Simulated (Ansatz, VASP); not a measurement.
## C (C (Fd-3m)): VASP beside Ansatz

One calculation is typed for both programs; each brings its own data sets. How far apart do they land? The cell is taken from a series of runs on this material, whose earlier steps may have relaxed, scaled, displaced or heated it; both programs get it as it stands.

Program: Ansatz 0.2.0. Level of theory: plane waves, with VASP 6.6.1 beside it; relaxation of cell and atoms at PBEsol. Results are calculated unless marked as measured.

## (1) The structure

Symmetry: Fd-3m, No. 227, cubic system. Conventional cell: a = 3.560 Å, b = 3.560 Å, c = 3.560 Å, α = 90.00°, β = 90.00°, γ = 90.00°. Nearest to C lie 4 C at 1.54 Å.

## (2) VASP: relaxation of cell and atoms, PBEsol

The relaxed volume is the usual yardstick between codes: in a stiff, nearly cubic crystal its relative difference is about their pressure difference at one cell divided by the bulk modulus.

Lines of VASP's logs that name or quote its potential files are left out, and so is its time.

Contents of INCAR:

```
SYSTEM = C
PREC = Accurate
ENCUT = 600
EDIFF = 1E-07
NELM = 120
ISMEAR = 0
SIGMA = 0.01
LREAL = .FALSE.
ALGO = Normal
GGA = PS
NBANDS = 10
LORBIT = 11
LWAVE = .FALSE.
LCHARG = .FALSE.
ISIF = 3
IBRION = 2
NSW = 80
EDIFFG = -0.005
LASPH = .TRUE.
GGA_COMPAT = .FALSE.
NELMIN = 4
EFERMI = MIDGAP
```

Contents of POSCAR:

```
C
1.0
    0.0000000000      1.7800000000      1.7800000000
    1.7800000000      0.0000000000      1.7800000000
    1.7800000000      1.7800000000      0.0000000000
C
2
Direct
    0.0000000000      0.0000000000      0.0000000000
    0.2500000000      0.2500000000      0.2500000000
```

Contents of KPOINTS:

```
Automatic mesh
0
Gamma
13 13 13
0 0 0
```

Potentials, in the order of the species: C (PBE family, release 64).

Started as:

```console
$ mpirun -np 1 vasp_std
```

Numbers of over 12 decimals in the logs are rounded to 6 here.

Output:

```text
[banner, memory and clock lines left out]
running    1 mpi-ranks, on    1 nodes
 distrk:  each k-point on    1 cores,    1 groups
 distr:  one band on    1 cores,    1 groups

 POSCAR found type information on POSCAR C
 POSCAR found :  1 types and       2 ions
|                                                                             |
|               ----> ADVICE to this user running VASP <----                  |
|                                                                             |
|     You enforced a specific xc type in the INCAR file but a different       |
|     [... a line on the potential file left out ...]
|     I HOPE YOU KNOW WHAT YOU ARE DOING!                                     |
|                                                                             |

 LDA part: xc-table for (Slater+PW92), standard interpolation
 POSCAR, INCAR and KPOINTS ok, starting setup
 FFT: planning ... GRIDC
 FFT: planning ... GRID_SOFT
 FFT: planning ... GRID
 WAVECAR not read
 entering main loop
       N       E                     dE             d eps       ncg     rms          rms(c)
DAV:   1     0.107478223484E+01    0.10748E+01   -0.53670E+03  1744   0.892E+02
DAV:   2    -0.195566621965E+02   -0.20631E+02   -0.19842E+02  2284   0.133E+02
DAV:   3    -0.199265348144E+02   -0.36987E+00   -0.36908E+00  1984   0.147E+01
DAV:   4    -0.199272195314E+02   -0.68472E-03   -0.68466E-03  1868   0.720E-01
DAV:   5    -0.199272204041E+02   -0.87277E-06   -0.87276E-06  1888   0.246E-02    0.560E+00
DAV:   6    -0.194277712967E+02    0.49945E+00   -0.27445E-01  1760   0.386E+00    0.330E+00
DAV:   7    -0.192537006251E+02    0.17407E+00   -0.32579E-01  1828   0.425E+00    0.689E-01
DAV:   8    -0.192541978764E+02   -0.49725E-03   -0.67952E-03  1770   0.706E-01    0.285E-02
DAV:   9    -0.192542134226E+02   -0.15546E-04   -0.15604E-05  2058   0.384E-02    0.205E-02
DAV:  10    -0.192542211234E+02   -0.77009E-05   -0.33881E-06  1768   0.177E-02    0.415E-03
DAV:  11    -0.192542209844E+02    0.13904E-06   -0.69256E-08  2086   0.249E-03    0.488E-04
DAV:  12    -0.192542209682E+02    0.16161E-07   -0.27216E-09   920   0.571E-04
   1 F= -.19254221E+02 E0= -.19254221E+02  d E =-.192542E+02
 curvature:   0.00 expect dE= 0.000E+00 dE for cont linesearch  0.000E+00
 trial: gam= 0.00000 g(F)=  0.459E-48 g(S)=  0.130E-02 ort = 0.000E+00 (trialstep = 0.100E+01)
 search vector abs. value=  0.130E-02
 bond charge predicted
       N       E                     dE             d eps       ncg     rms          rms(c)
DAV:   1    -0.192544835504E+02   -0.26257E-03   -0.26179E-02  1814   0.143E+00    0.149E-01
DAV:   2    -0.192541678804E+02    0.31567E-03   -0.33174E-04  1794   0.155E-01    0.823E-02
DAV:   3    -0.192540426691E+02    0.12521E-03   -0.21853E-04  1780   0.108E-01    0.117E-02
DAV:   4    -0.192540427167E+02   -0.47651E-07   -0.26741E-06  1816   0.158E-02    0.954E-03
DAV:   5    -0.192540427140E+02    0.27497E-08   -0.10099E-07  1678   0.355E-03
   2 F= -.19254043E+02 E0= -.19254043E+02  d E =0.178254E-03
 trial-energy change:    0.000178  1 .order    0.000184   -0.001301    0.001669
 step:   0.4409(harm=  0.4380)  dis= 0.00000  next Energy=   -19.254508 (dE=-0.287E-03)
 bond charge predicted
       N       E                     dE             d eps       ncg     rms          rms(c)
DAV:   1    -0.192546493802E+02   -0.60666E-03   -0.81533E-03  1806   0.797E-01    0.832E-02
DAV:   2    -0.192545502436E+02    0.99137E-04   -0.10284E-04  1788   0.864E-02    0.458E-02
DAV:   3    -0.192545096786E+02    0.40565E-04   -0.67937E-05  1776   0.603E-02    0.649E-03
DAV:   4    -0.192545095097E+02    0.16892E-06   -0.84104E-07  1810   0.886E-03    0.531E-03
DAV:   5    -0.192545091308E+02    0.37884E-06   -0.31229E-08   888   0.199E-03    0.519E-04
DAV:   6    -0.192545090834E+02    0.47422E-07   -0.21617E-09   846   0.513E-04
   3 F= -.19254509E+02 E0= -.19254509E+02  d E =-.288115E-03
 curvature:  -0.22 expect dE=-0.625E-09 dE for cont linesearch -0.625E-09
 trial: gam= 0.00000 g(F)=  0.720E-48 g(S)=  0.285E-08 ort =-0.193E-05 (trialstep = 0.888E+00)
 search vector abs. value=  0.295E-08
 reached required accuracy - stopping structural energy minimisation
```

From OUTCAR (step 2):

```text
ion  position               nearest neighbor table
   1  0.000  0.000  0.000-   2 1.54   2 1.54   2 1.54   2 1.54
   2  0.250  0.250  0.250-   1 1.54   1 1.54   1 1.54   1 1.54

  LATTYP: Found a face centered cubic cell.
 ALAT       =     3.5600000000

 Subroutine GETGRP returns: Found 48 space group operations
 (whereof 24 operations were pure point group operations)

The static configuration has the point symmetry T_d .
 The point group associated with its full space group is O_h .

 Found     84 irreducible k-points:

   k-points           NKPTS =     84   k-points in BZ     NKDIM =     84   number of bands    NBANDS=     10

   dimension x,y,z NGX =    20 NGY =   20 NGZ =   20
   dimension x,y,z NGXF=    40 NGYF=   40 NGZF=   40

   ENCUT  =  600.0 eV  44.10 Ry    6.64 a.u.   5.03  5.03  5.03*2*pi/ulx,y,z

   NELECT =       8.0000    total number of electrons

 k-points in reciprocal lattice and weights: Automatic mesh
   0.00000000  0.00000000  0.00000000       0.000
   0.07692308  0.00000000  0.00000000       0.004
   0.15384615  0.00000000  0.00000000       0.004
   0.23076923  0.00000000  0.00000000       0.004
   0.30769231  0.00000000  0.00000000       0.004
   0.38461538  0.00000000  0.00000000       0.004
   0.46153846  0.00000000  0.00000000       0.004
   0.07692308  0.07692308  0.00000000       0.003
   0.15384615  0.07692308  0.00000000       0.011
[...]
-0.30769231  0.46153846  0.15384615       0.011
  -0.30769231  0.46153846  0.23076923       0.011

 average (electrostatic) potential at core
       1 -45.3427       2 -45.3427

 E-fermi :  11.8696

 k-point     1 :       0.0000    0.0000    0.0000
  band No.  band energies     occupation
      1     -11.8030      2.00000
      2       9.8525      2.00000
      3       9.8525      2.00000
      4       9.8525      2.00000
      5      15.4194      0.00000
      6      15.4194      0.00000
      7      15.4194      0.00000
      8      23.4482      0.00000
      9      28.9397      0.00000
    ...

 k-point     2 :       0.0769    0.0000    0.0000
  band No.  band energies     occupation
      1     -11.6377      2.00000
      2       8.7707      2.00000
      3       9.5679      2.00000
      4       9.5679      2.00000
      5      15.7911      0.00000
      6      15.7911      0.00000
      7      16.0625      0.00000
      8      23.5733      0.00000
      9      29.2215      0.00000
    ...

 k-point     3 :       0.1538    0.0000    0.0000
  band No.  band energies     occupation
      1     -11.1430      2.00000
      2       6.4751      2.00000
      3       8.9286      2.00000
      4       8.9286      2.00000
      5      16.6296      0.00000
      6      16.6296      0.00000
      7      17.1150      0.00000
      8      23.9338      0.00000
      9      29.8491      0.00000
    ...

  Total        0.0001985      0.0001985      0.0001985      0.0000000      0.0000000      0.0000000
  in kB        0.0283212      0.0283212      0.0283212      0.0000000      0.0000000      0.0000000
  external PRESSURE =       0.0283212 kB  Pullay stress =       0.0000000 kB

  energy-cutoff  :      600.00
  volume of cell :       11.23
      direct lattice vectors                 reciprocal lattice vectors
    -0.000000000  1.777461892  1.777461892    -0.281299983  0.281299983  0.281299983
     1.777461892 -0.000000000  1.777461892     0.281299983 -0.281299983  0.281299983
     1.777461892  1.777461892 -0.000000000     0.281299983  0.281299983 -0.281299983

 POSITION                                       TOTAL-FORCE (eV/Angst)
 -----------------------------------------------------------------------------------
      0.00000     -0.00000      0.00000         0.000000      0.000000      0.000000
      0.88873      0.88873      0.88873        -0.000000     -0.000000     -0.000000
 -----------------------------------------------------------------------------------
    total drift:                                0.000000      0.000000      0.000000

  FREE ENERGIE OF THE ION-ELECTRON SYSTEM (eV)
  ---------------------------------------------------
  free  energy   TOTEN  =       -19.2545090834 eV

  energy  without entropy=      -19.2545090834  energy(sigma->0) =      -19.25450908

 reached required accuracy - stopping structural energy minimisation

 total charge
# of ion       s       p       d       tot
------------------------------------------
    1        0.824   1.754   0.000   2.577
    2        0.824   1.754   0.000   2.577
--------------------------------------------------
tot          1.647   3.507   0.000   5.155

[... 3 further parts left out ...]
```

CONTCAR:

```
C
   1.00000000000000
    -0.0000000000000000    1.7774618921085468    1.7774618921085468
     1.7774618921085468   -0.0000000000000000    1.7774618921085468
     1.7774618921085468    1.7774618921085468   -0.0000000000000000
  C
     2
Direct
     0.0000000000000000    0.0000000000000000    0.0000000000000000
     0.2500000000000000    0.2500000000000000    0.2500000000000000
```

The run keeps the 48 symmetry operations of its start, so it cannot find a distortion of lower symmetry.

## (3) Ansatz: relaxation of cell and atoms, PBEsol

Ansatz runs on its PAW soft_1 files.

The same cell, functional and mesh now go to Ansatz.

Contents of input.yaml:

```yaml
crystal:
  lattice:
    - [0.0, 1.78, 1.78]
    - [1.78, 0.0, 1.78]
    - [1.78, 1.78, 0.0]
  atoms:
    - { symbol: C, position: [0.0, 0.0, 0.0] }
    - { symbol: C, position: [0.25, 0.25, 0.25] }
basis:
  ecutwfc: 420
  xc_grid: 2
hamiltonian:
  xc: pbesol
  pseudopotentials: { kind: paw, azcp: { folder: soft_1 }, xc_functional: pbe }
kpoints:
  mp_grid: { grid: [13, 13, 13] }
scf:
  occupations: { method: fixed }
  max_iter: 100
relax:
  f_tol: 0.005
  max_steps: 60
  cell: {}
output:
  forces: true
  stress: true
checkpoint:
  write: "../cell.run"
  compress: false
  write_wavefunctions: false
  write_every: 100000
```

Started as:

```console
$ ansatz run input.yaml --threads 32 --pin off --max-ram 84787MiB --backend cuda --events-out ev --progress --plain --runs-dir out --max-vram 78GiB
```

Output:

```text
Engine: ansatz 0.2.0, aarch64-unknown-linux-gnu
Pseudopotentials: kind: paw
Pseudopotential: C, paw, valence charge 4, recommended cutoff 420 eV (normal), soft_1/C.paw.azcp
Functional definition: PBEsol
  exchange = pbesol_x
  correlation = pbesol_c
device memory: the entry about to start is reckoned to put 0.9 GiB on a device that reports 168.0 GiB free (of which the cap on the GPU budget leaves the run 78.0 GiB)
GPU FFT provider: cuFFT
GPU libraries: cuBLAS 13.8.1, cuFFT 12.4.0, cuSOLVER 12.3.2
GPU matrix products: emulated (plane waves: as basis.precision tells), large ones in fixed point in workspaces of 1.00 GiB
Crystal: 2 atoms, lattice volume = 11.280 Å³
Basis set: ecut = 420 eV, 229 PW (Γ), exchange–correlation on 36×36×36 points (8 copies of the dense FFT grid, shifted against one another)
Bands: 8, of which v1, the nominal top of the filled ones, is band 4 counted from 1 (3 counted from 0)
Symmetry: 48 space group operations
Space group: Fd-3m (ITA 227), of the structure as read, at distance tolerance 2.2e-5 Å
k-points: 84 of 2197
Non-local potential: C, projectors of the file, l = 0: 2, l = 1: 2, l = 2: 1
PAW form: soft (Blöchl's): semilocal exchange-correlation on the pseudo side does not see the compensation charge
PAW frozen core: C, regenerated for the run's functional, and the local potential with it (the file was generated under x = pbe(κ = 0.804, μ = 0.219515), c = pbe(β = 0.066725))
PAW one-centre angular grid: C, 110 points (default); XC on 64 Gauss nodes
Initial density: superposition of atomic densities (chi_scale 0.1, normalization cell)
Initial wavefunctions: pseudopotential atomic-orbital guess
GPU buffer pool allocated for 5832 grid points (all kernels)
GPU transforms: local potential and band sums: pruned to the plane-wave sphere, on 18×18×18
Functional: x = pbesol(κ = 0.804, μ = 0.123457), c = pbesol(β = 0.046)
SCF iter   1: F=—  HF=-493.910347 eV  |Δ(HF+E_count)|=         —  Δρ=1.37e-1  dr2=1.48e0  Hψ=3955
preconditioner: auto → none  [insulator: Δε(μ)=4.789 eV  Ē_g=19.710 eV  n_scr=0 (ndim 8)  ℏωp=31.3 eV  f_vac=0.000  ε∞_Penn≈3.5]
SCF iter   2: F=—  HF=-493.395735 eV  |Δ(HF+E_count)|=   5.15e-1  Δρ=5.40e-2  dr2=2.00e-1  Hψ=1827
SCF iter   3: F=—  HF=-493.336918 eV  |Δ(HF+E_count)|=   5.88e-2  Δρ=5.49e-3  dr2=1.05e-3  Hψ=1193
SCF iter   4: F=—  HF=-493.337142 eV  |Δ(HF+E_count)|=   2.24e-4  Δρ=1.81e-4  dr2=1.45e-6  Hψ=861
SCF iter   5: F=—  HF=-493.337150 eV  |Δ(HF+E_count)|=   7.96e-6  Δρ=6.15e-5  dr2=9.95e-8  Hψ=2197
SCF iter   6: F=-493.337150 eV  HF=-493.337150 eV  |Δ(HF+E_count)|=   1.17e-8  Δρ=2.82e-5  dr2=2.33e-8  Hψ=2351
SCF 1 converged in 6 iterations: F = -493.337150 eV  dr2 = 2.33e-8
  greatest PAW one-centre occupation: 0.645 electrons in one spin orbital (limit 2), on the C atom at site 1 (counted from 0), in its partial waves of l = 0
relax step   1: F+E_penalty+E_count = -493.33714996 eV  Δ(F+E_penalty+E_count) = +0.000e0 eV  max|allowed force component| = 5.551e-17 eV/Å  Δτ_max = 0.0000 Å  P = -2.377 GPa  Ω = 11.280 Å³  (6 SCF iters, dr2 threshold 1.00e-7 eV, accepted)
[...]
relax step   2: F+E_penalty+E_count = -493.33766194 eV  Δ(F+E_penalty+E_count) = -5.120e-4 eV  max|allowed force component| = 2.035e-16 eV/Å  Δτ_max = 0.0000 Å  P = -0.923 GPa  Ω = 11.243 Å³  energy of the carried Pulay correction = +1.377e-4 eV  (3 SCF iters, dr2 threshold 2.00e-7 eV, accepted)
[...]
relax step   3: F+E_penalty+E_count = -493.33781516 eV  Δ(F+E_penalty+E_count) = -1.532e-4 eV  max|allowed force component| = 1.850e-16 eV/Å  Δτ_max = 0.0000 Å  P = +0.004 GPa  Ω = 11.220 Å³  energy of the carried Pulay correction = +2.249e-4 eV  (3 SCF iters, dr2 threshold 2.00e-7 eV, accepted)
[...]
relax step   4: F+E_penalty+E_count = -493.33753890 eV  Δ(F+E_penalty+E_count) = +2.763e-4 eV  max|allowed force component| = 1.850e-16 eV/Å  Δτ_max = 0.0000 Å  P = -0.037 GPa  Ω = 11.220 Å³  stress off target by 3.67e-2 GPa  SCF on the basis re-selected at this cell (its energy is not comparable with the rows above)  (3 SCF iters)
basis re-selected at this cell: Δ(F+E_penalty+E_count) = +2.763e-4 eV, ΔP = -0.041 GPa vs the last step (what re-selecting the basis moved, of the pressure what is left beyond the Pulay correction that the steps carried, after the strain that the cell walked since its last selection, with what the two solves' SCF thresholds leave and, on support functions, any second-order correction that the steps lacked; it is no m
SCF converged after 3 iterations
Free energy (F): -493.337539 eV
Harris-Foulkes:  -493.337539 eV  (|F-HF|=1.78e-11)
Internal energy: -493.337539 eV  (E = F + TS)
E sigma→0 (E₀):  -493.337539 eV
Fermi energy:    13.519023 eV
--- Per-component energies (eV) ---
  E_band       = 35.555615
  E_kinetic    = 179.946822
  E_local      = -108.839364  (includes V_loc(G=0)·N_el)
  E_nonlocal   = 45.992666
  E_hartree    = 25.852311
  E_xc         = -94.945396
  E_vxc        = -117.630383  (∫ρ·V_xc dr)
  E_paw        = -192.154728  (= ΣΔE_a)
  E_vpaw       = -15.618779  (= ΣTr[D̂ρ^β])
  E_aug_tail   = 0.000041  (compensation charges beyond the density's cutoff)
  E_ewald      = -349.232090
  E_core_change = 0.042201  (= ΣΔE_core)
  E_smearing   = -0.000000  (= −TS)
  E_closure    = -0.000000  (closes the sum)
  Σ components = -493.337539   (vs F -493.337539, Δ=0.00e0)
--- Forces (eV/Å), atoms counted from 1 ---
  atom   1  C     -0.00000000    -0.00000000    -0.00000000
  atom   2  C      0.00000000     0.00000000     0.00000000
  max |Σ_I F_I| component: 7.40e-17 eV/Å
--- Stress (GPa, compression-positive) ---
       -0.036675       0.000000       0.000000
        0.000000      -0.036675      -0.000000
        0.000000      -0.000000      -0.036675
  P = ⅓ Tr σ = -0.0367 GPa (-0.367 kbar)
--- Band table (eV; the first three rows and the last of 84) ---
  k-point 0: bands = ["-8.1592", "13.5190", "13.5190", "13.5190", "19.0883", "19.0883", "19.0883", "27.0547"]
  k-point 1: bands = ["-7.9935", "12.4366", "13.2340", "13.2340", "19.4599", "19.4599", "19.7307", "27.1813"]
  k-point 2: bands = ["-7.4983", "10.1396", "12.5935", "12.5935", "20.2979", "20.2979", "20.7792", "27.5467"]
  k-point 83: bands = ["0.6784", "2.1428", "4.6823", "5.6783", "23.5845", "23.7362", "25.7070", "26.9722"]
--- Relaxed structure (3 steps of the walk, 3 accepted, 1 SCFs on fresh bases) ---
  F+E_penalty+E_count = -493.33753890 eV   max|allowed force component| = 1.850e-16 eV/Å   (the final SCF, on the basis selected at the relaxed cell)
  cell:  # Å, volume = 11.2203 Å³
    - [0, 1.776881, 1.776881]
    - [1.776881, 0, 1.776881]
    - [1.776881, 1.776881, 0]
  atoms:
    - { symbol: C, position: [0, 0, 0] }
    - { symbol: C, position: [0.25, 0.25, 0.25] }
```

## (4) Differences

Known differences besides the potentials themselves: fixed occupations in Ansatz, narrow Gaussian smearing in VASP; the cutoff is 420 eV in Ansatz and 600 eV in VASP; Ansatz makes its cores anew for this functional, VASP keeps those of its PBE data sets; Ansatz adds a Pulay correction to the stress that steers its cell, VASP none. Total energies have different zeros and are not compared.

Both answers:

```tsv
quantity	Ansatz	VASP	difference
volume (Å³)	11.22	11.23	-0.10 %
edge a after relaxation, in the typed setting (Å)	2.513	2.514	-0.03 %
```

## (5) Outcome

| Item | Value |
| --- | --- |
| difference in volume (relaxation of cell and atoms, PBEsol) | -0.098 % |

The difference in volume is -0.098 % (relaxation of cell and atoms, PBEsol), within the 1.2 % picked in this series as the mark of a large difference, as far as the stopping tolerances let one tell. How closely two codes agree says nothing of how well the functional describes the real material.

[Lines on the potential files, build, host, timing and source positions are cut from VASP's logs without a mark.]

[Logs are printed without paths, hosts, clocks, repeated set-up lines and the standing remarks that a program may print on its own settings, such as how far it seeks lower states.]

[Hosts, paths, dates, database ids (printed as entryN), source tags and the programs' standing remarks are cut or masked in the printed files.]
